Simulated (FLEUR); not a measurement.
## Cu2O (Cuprite) under changes of volume

One of the cells (12.885 Å³/atom); the others are scaled copies at fixed shape and fractional positions:

```
Cu O
1.0
     4.26000    0.00000    0.00000
     0.00000    4.26000    0.00000
     0.00000    0.00000    4.26000
Cu O
4 2
Cartesian
  3.1950 1.0650 3.1950
  3.1950 3.1950 1.0650
  1.0650 3.1950 3.1950
  1.0650 1.0650 1.0650
  2.1300 2.1300 2.1300
  0.0000 0.0000 0.0000
```

| Quantity | Value |
| --- | --- |
| Program | FLEUR MaX-R8.1 (later development tree) |
| Functional | SCAN |
| Potentials or basis | all-electron |
| Basis | FLAPW |
| Kmax | 5.54 1/bohr |
| k mesh | 6 × 6 × 6 |
| Occupations | fermi-dirac, width 0.05 eV |
| Spin | no spin polarisation |

| volume (Å³/atom) | energy over the lowest point (meV/atom) | gap on the mesh (eV) |
| --- | --- | --- |
| 12.112 | ? | ? |
| 12.369 | 1.36 | 0.89 |
| 12.885 | 0.00 | 0.79 |
| 13.400 | 14.28 | 0.71 |
| 13.658 | 26.27 | 0.67 |

Question: What does the run at 12.112 Å³/atom give?

Answer: Energy over the lowest point 8.94 meV/atom; gap on the mesh 0.94 eV.

Worked out: A Birch-Murnaghan fit of order 2 (a polynomial in V^(-2/3)) to the other rows has its minimum at 12.66 Å³/atom with B0 = V·E''(V) = 129 GPa. It gives 8.90 meV/atom at 12.112 Å³/atom, against the run's 8.94. A straight line through the other rows of the gap, of slope -2.21 eV per unit of ln V (its deformation potential), extrapolates to 0.93 eV, against the run's 0.94.

Energies are extrapolated to zero smearing.

Caveats: the meta-GGA is that of a development version, with a GGA for the radial functions and cores and without core tails.

A mesh can miss the band edges.
